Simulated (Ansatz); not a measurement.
**CsH: how the free axis answers a strain**

CsH, Fm-3m, a = 6.376 Å. Ansatz: r2SCAN, PAW, 500 eV, Γ-centred 6×6×4 mesh on 4 atoms, Gaussian smearing 0.02 eV; no spin polarisation. Series: uniaxial strain along c, with a, b and atoms relaxed; x is the strain in per cent. The axes a, b, c are those of the computed cell (4.509, 4.509, 6.376 Å), along [1 1 0], [-1 1 0], [0 0 1] of the cell named above. y is the change of a in per cent of 4.509 Å.

| x (%) | y (%) |
| --- | --- |
| -6.0 | 0.53 |
| -4.0 | 0.38 |
| -2.0 | 0.22 |
| 0.0 | 0.00 |
| 2.0 | -0.12 |
| 4.0 | -0.29 |
| 6.0 | ? |

Q: Fit y = c1 x + c2 x² to the other rows, say what c1 measures, and predict the missing y.

A: Least squares on the rows shown. y = −0.08065 x + 0.001902 x². So −c1 = 0.081 is Poisson's ratio for this pair of axes. With a term in x³ added, the coefficient of x becomes -0.09169, 14 % more, which shows how far this figure hangs on the form. At x = 6.0 the fit asked for gives -0.42 %. The run gave -0.46 %, so the fit is 0.04 % too high, within twice the rms miss on the fitted rows (0.03 %).